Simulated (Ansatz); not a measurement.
# TePb: the cost of one run

Method: DFT PBEsol, all-electron LAPW, scalar-relativistic unless said, in Ansatz 0.2.0.

## (1) The starting structure

The structure is cubic, space group Fm-3m (No. 225). Conventional cell: a = 6.443 Å, b = 6.443 Å, c = 6.443 Å, α = 90.00°, β = 90.00°, γ = 90.00°. Te (site symmetry m-3m) is surrounded by 6 Pb at 3.22 Å. Pb (site symmetry m-3m) has 6 Te at 3.22 Å as nearest neighbours.

Structure file:

```xyz
2
Lattice="0.0000 3.2213 3.2213 3.2213 0.0000 3.2213 3.2213 3.2213 0.0000" Properties=species:S:1:pos:R:3 pbc="T T T"
Te    3.2213    3.2213    3.2213
Pb    0.0000    0.0000    0.0000
```

Cartesian axes are those of the input's lattice vectors. The structure goes back to a database entry.

## (2) Reference run, fine mesh, LAPW

input.yaml reads:

```yaml
crystal:
  lattice:
    - [0.0, 3.22133379436, 3.22133379436]
    - [3.22133379436, 0.0, 3.22133379436]
    - [3.22133379436, 3.22133379436, 0.0]
  atoms:
    - { symbol: Te, position: [0.5, 0.5, 0.5] }
    - { symbol: Pb, position: [0.0, 0.0, 0.0] }
kpoints:
  mp_grid: { grid: [6, 6, 6] }
scf:
  occupations: { method: fixed }
hamiltonian:
  xc: pbesol
  pseudopotentials: { kind: all_electron, lapw: { basis_error: 0.001 } }
output:
  forces: true
  stress: true
  eigenvalues: true
  eigenstates:
    nscf_kmesh: { grid: [10, 10, 10] }
    de_dk: true
    e_range: [-9, 10.64587167538]
  optics:
    e_range: [0, 30]
    de: 0.2
    sigma: 0.25
    bands: { spectra_wanted_up_to: 30 }
    nscf_kmesh: { grid: [10, 10, 10] }
checkpoint:
  write: ck
  write_wavefunctions: false
```

The run is started by

```bash
> ansatz run input.yaml --threads 1 --pin off --max-ram 3072MiB --backend cpu --events-out ev --progress --plain --runs-dir out
```

What time and memory should one allow on 1 thread of Arm Neoverse V1, shared host?

About 89 s, with a peak of 0.38 GiB.
